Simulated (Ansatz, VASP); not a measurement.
Two plane-wave programs on Ni

The input INCAR:

```
PREC = Accurate
ENCUT = 520
EDIFF = 1E-6
ISMEAR = -1
SIGMA = 0.1
LREAL = False
LASPH = True
NELM = 150
ALGO = Normal
ISIF = 2
LWAVE = False
LCHARG = False
ISPIN = 2
MAGMOM = 1
LORBIT = 11
LMAXMIX = 4
GGA = PS
NBANDS = 15
```

KPOINTS

```
Automatic mesh
0
Gamma
  17 17 17
```

Contents of POSCAR:

```
Ni
1.0
   -1.3837200000      1.3837200000      1.3837200000
    1.3837200000     -1.3837200000      1.3837200000
    1.3837200000      1.3837200000     -1.3837200000
Ni
1
Direct
    0.0000000000      0.0000000000      0.0000000000
```

Input for Ansatz:

```yaml
crystal:
  lattice:
    - [-1.38372, 1.38372, 1.38372]
    - [1.38372, -1.38372, 1.38372]
    - [1.38372, 1.38372, -1.38372]
  atoms:
    - { symbol: Ni, position: [0.0, 0.0, 0.0] }
basis:
  ecutwfc: 530.622031796766
kpoints:
  mp_grid:
    grid: [17, 17, 17]
hamiltonian:
  xc: pbesol
magnetization:
  spin_polarized: true
  per_species:
    Ni: 1.0
scf:
  occupations:
    method: fermi_dirac
    width: 0.1
output:
  stress: true
```

This isn't the form of Ni at room conditions, which is fcc.

Alike in both runs: task single point; functional PBEsol; k mesh 17 × 17 × 17; occupations fermi-dirac, width 0.1 eV; collinear spin.

```csv
,VASP,Ansatz
version,VASP 6.6.1,Ansatz 0.2.0
potentials or method,"VASP PAW PBE potentials, release 64 (Ni)","plane waves, PAW"
plane-wave cutoff (eV),520,531
valence electrons in the cell,10,18
```

```tsv
	VASP	Ansatz	Ansatz less VASP
pressure (GPa)	-2.6	-2.5	+0.04
net moment per atom (μB)	0.48	0.50	+0.017
size of the moment on the site where the two differ most (μB)	0.48	0.52	+0.037
```

Site moments also hang on the region over which each program counts them. The two sets of potentials don't hold the same shells in valence.

Caveats: the PAW data sets were made with another functional, which shifts forces and pressure a little (VASP).
